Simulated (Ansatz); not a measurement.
A trial cell of SiC5, before relaxation:

```cif
data_structure
_symmetry_space_group_name_H-M 'P4/mmm'
_symmetry_Int_Tables_number 123
_cell_length_a 2.6535
_cell_length_b 2.6535
_cell_length_c 11.2578
_cell_angle_alpha 90.000
_cell_angle_beta 90.000
_cell_angle_gamma 90.000
_cell_volume 79.27
loop_
_atom_site_label
_atom_site_type_symbol
_atom_site_symmetry_multiplicity
_atom_site_Wyckoff_symbol
_atom_site_fract_x
_atom_site_fract_y
_atom_site_fract_z
_atom_site_occupancy
Si1 Si 1 a 0.00000 0.00000 0.00000 1
C1 C 2 g 0.00000 0.00000 0.66667 1
C2 C 2 h 0.50000 0.50000 0.83333 1
C3 C 1 d 0.50000 0.50000 0.50000 1
```

Theory: DFT PBE, scalar-relativistic, plane waves, PAW in Ansatz. Cutoff 420 eV, Gaussian smearing, Γ-centred meshes. Cell and atoms relax first on a coarse mesh and then on a finer one. In between, the cell is made exact in the group found at 0.06 Å. In metals the finer mesh still leaves noise of several meV/atom or more. The steps can't lower the symmetry of their start. No spin polarisation in the relaxation; trial moments died out in a coarse test.

A guess keeps its type if space group and coordination stay and the shape of the cell changes little (axis ratios within about 15 %, angles within 6°); the volume may change.

Problem. Does this structure survive the relaxation?

Solution. It doesn't keep its type. The symmetry stays P4/mmm (No. 123). The volume per atom shrinks by 41.3 %, from 13.2 to 7.8 Å³. The shortest distance goes from 2.65 Å (Si–C, C–C and Si–Si) to 1.38 Å (C–C). The ratio c/a of the conventional cell changes by a factor of 0.75. Counting neighbours within 15 % of an atom's shortest distance, the start has C 12, Si 12 and the end C 1/2/5, Si 2. In detail, at the end Si has 2 C at 1.97 Å and 4 Si at 2.45 Å; C on a site of symmetry 4mm has 4 C at 1.81 Å and 1 Si at 1.97 Å; around C on a second site of symmetry 4mm lie 1 C at 1.38 Å and 4 C at 1.81 Å; 1 more site not described.

```
Si C
1.0
     2.44756    0.00000    0.00000
     0.00000    2.44756    0.00000
     0.00000    0.00000    7.76261
Si C
1 5
Direct
  0.00000 0.00000 0.00000
  0.00000 0.00000 0.74652
  0.50000 0.50000 0.67818
  0.50000 0.50000 0.32182
  0.00000 0.00000 0.25348
  0.50000 0.50000 0.50000
```

The last run used a 16×16×6 mesh (in the run's order of axes) for its 6-atom cell and Gaussian smearing of 0.10 eV. Symmetry constrained the relaxation, so the result can be a saddle point. Another cell of SiC5 relaxed alike, in P-62m, lies 1.55 eV/atom lower, so this cell isn't the stable form at this level.

In counts of neighbours, a slash parts the counts of unlike sites.
